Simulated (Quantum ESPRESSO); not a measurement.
TiSi under changes of volume

One of the cells (14.630 Å³/atom); the others are scaled copies at fixed shape and fractional positions:

```
CELL_PARAMETERS angstrom
1.81618 -2.11762 0.00000
1.81618 2.11762 0.00000
0.00000 0.00000 3.80393
ATOMIC_POSITIONS crystal
Ti 0.50000 0.50000 0.00000
Si 0.00000 0.00000 0.50000
```

The cell comes from a database or a generator and needn't be the stable form of this composition.

| Item | Value |
| --- | --- |
| Program | Quantum ESPRESSO 7.5 |
| Functional | PBEsol |
| Potentials or basis | GBRV 1.5 PBEsol |
| Cutoff | 612 eV |
| Density cutoff | 4898 eV |
| k mesh | 10 × 10 × 7 |
| Occupations | fermi-dirac, width 0.05 eV |
| Spin | no spin polarisation |

```tsv
volume (Å³/atom)	energy over the lowest point (meV/atom)	pressure (GPa)
13.752	5.61	4.7
14.045	0.00	1.4
14.337	?	?
14.630	5.63	-4.3
14.922	15.87	-6.8
15.215	30.40	-9.0
15.508	48.80	-11.1
```

Question: What does the run at 14.337 Å³/atom give?

Answer: Energy over the lowest point 0.18 meV/atom; pressure -1.6 GPa.

Worked out: A Birch-Murnaghan fit of order 3 (a polynomial in V^(-2/3)) to the other rows has its minimum at 14.18 Å³/atom with B0 = V·E''(V) = 148 GPa and B' = 4.0 at fixed shape and positions, which overstates the stiffness. It gives 0.18 meV/atom at 14.337 Å³/atom, against the run's 0.18, and -dE/dV = -1.6 GPa, against -1.6.

Energies are extrapolated to zero smearing.
